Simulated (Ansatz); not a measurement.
Calculated ¹⁷O NMR of the central transition for SnO₂

Cell: a Materials Project structure (computed, not necessarily an observed phase).

```cif
data_SnO2
_symmetry_space_group_name_H-M 'Pnma'
_symmetry_Int_Tables_number 62
_cell_length_a 9.3347
_cell_length_b 3.2246
_cell_length_c 11.3536
_cell_angle_alpha 90.000
_cell_angle_beta 90.000
_cell_angle_gamma 90.000
loop_
_atom_site_label
_atom_site_type_symbol
_atom_site_symmetry_multiplicity
_atom_site_Wyckoff_symbol
_atom_site_fract_x
_atom_site_fract_y
_atom_site_fract_z
Sn1 Sn 4 c 0.4126 0.7500 0.6027
Sn5 Sn 4 c 0.5524 0.2500 0.8830
O9 O 4 c 0.9210 0.7500 0.5712
O13 O 4 c 0.0336 0.7500 0.2139
O17 O 4 c 0.6157 0.7500 0.5131
O21 O 4 c 0.8046 0.2500 0.3522
```

One atom of each set is listed.

Computed with Ansatz: DFT, PBE, plane waves and PAW (field gradients read without the response of the frozen cores, which leaves them typically 4 to 6 % off), scalar-relativistic, 420 eV cutoff, Γ-centred 3×6×2 k-points, Fermi–Dirac smearing 0.02 eV.

¹⁷O has I = 5/2 and Q = -25.58 mb (Pyykkö 2018); at 23.5 T its Larmor frequency is ν₀ = 135.7 MHz. Only the quadrupole interaction is simulated: positions count from each site's isotropic chemical shift, and J coupling is left out, as are shift anisotropy and dipolar coupling, which fast spinning averages.

(1) Simulate the second-order pattern (fast magic-angle spinning, Gaussian broadening 0.2 kHz) of site O13 (3 Sn at 2.08–2.11 Å).

Answers

(1) The calculation gives C_Q = 7.34 MHz and η = 0.09, so ν_Q = 1.10 MHz and the centre of gravity lies at -17.6 ppm (-2.39 kHz).

| offset (kHz) | height |
| --- | --- |
| -6.229 | 0 |
| -6.079 | 0 |
| -5.928 | 4 |
| -5.777 | 6 |
| -5.627 | 6 |
| -5.476 | 6 |
| -5.326 | 6 |
| -5.175 | 6 |
| -5.025 | 6 |
| -4.874 | 7 |
| -4.724 | 7 |
| -4.573 | 7 |
| -4.423 | 7 |
| -4.272 | 7 |
| -4.122 | 8 |
| -3.971 | 15 |
| -3.820 | 47 |
| -3.670 | 78 |
| -3.519 | 80 |
| -3.369 | 61 |
| -3.218 | 52 |
| -3.068 | 47 |
| -2.917 | 45 |
| -2.767 | 43 |
| -2.616 | 42 |
| -2.466 | 42 |
| -2.315 | 42 |
| -2.165 | 43 |
| -2.014 | 44 |
| -1.863 | 46 |
| -1.713 | 48 |
| -1.562 | 52 |
| -1.412 | 58 |
| -1.261 | 69 |
| -1.111 | 92 |
| -0.960 | 100 |
| -0.810 | 71 |
| -0.659 | 25 |
| -0.509 | 2 |
| -0.358 | 0 |

At O13 V_zz stands upright on the plane through its three neighbours (within 4°).

Without spin–orbit coupling (the program notes it for Sn) the gradients are little affected as a rule: paired runs on crystals with a gap mostly move them by under 2 % at such atoms.

Hardware: 1 thread of Intel Xeon Platinum 8488C (Sapphire Rapids) (x86_64; 16 cores open to the job, memory cap 3.0 GiB, no GPU), a shared host with a load of 0.2 a core. Wall time 41 s, CPU time 41 s, peak memory 0.89 GiB.
